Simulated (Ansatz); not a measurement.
Crystal: AlNi.

```
CELL_PARAMETERS angstrom
2.88100 0.00000 0.00000
0.00000 2.88100 0.00000
0.00000 0.00000 2.88100
ATOMIC_POSITIONS crystal
Ni 0.50000 0.50000 0.50000
Al 0.00000 0.00000 0.00000
```

* Program: Ansatz 0.2.0
* Task: relaxation of cell and atoms
* Functional: PBEsol
* Potentials or basis: Ansatz PAW
* Cutoff: 420 eV (not typed: the program's choice for these potentials)
* k mesh: 9 × 9 × 9
* Occupations: fermi-dirac, width 0.05 eV
* Spin: collinear spin, ferromagnetic start
* Starting moments: [1.0, 0.0] μB

At the start: volume 11.96 Å³/atom.

Question: How do energy, volume and symmetry change on relaxing?

Answer: It ends after 4 steps and the volume is 11.71 Å³/atom (-2.0 %); space group Pm-3m (No. 221, to 0.05 Å); moment 0.00 μB per cell.

The path:
| step | energy change (eV) | largest force (eV/Å) | volume (Å³) |
| --- | --- | --- | --- |
| 1 | 0.0000 | 0.0000 | 23.91 |
| 2 | -0.0044 | 0.0000 | 23.62 |
| 3 | -0.0053 | 0.0000 | 23.43 |
| 4 | -0.0051 | 0.0000 | 23.43 |

Final structure:
```
CELL_PARAMETERS angstrom
2.86147 0.00000 0.00000
0.00000 2.86147 0.00000
0.00000 0.00000 2.86147
ATOMIC_POSITIONS crystal
Ni 0.50000 0.50000 0.50000
Al 0.00000 0.00000 0.00000
```

Caveat: the plane-wave basis is chosen anew once the cell has moved, so the energies of steps on either side of that aren't comparable; the PAW data sets come from PBE, with cores solved anew for the run's functional, which leaves a small shift of forces and pressure; the starting moments weren't kept.
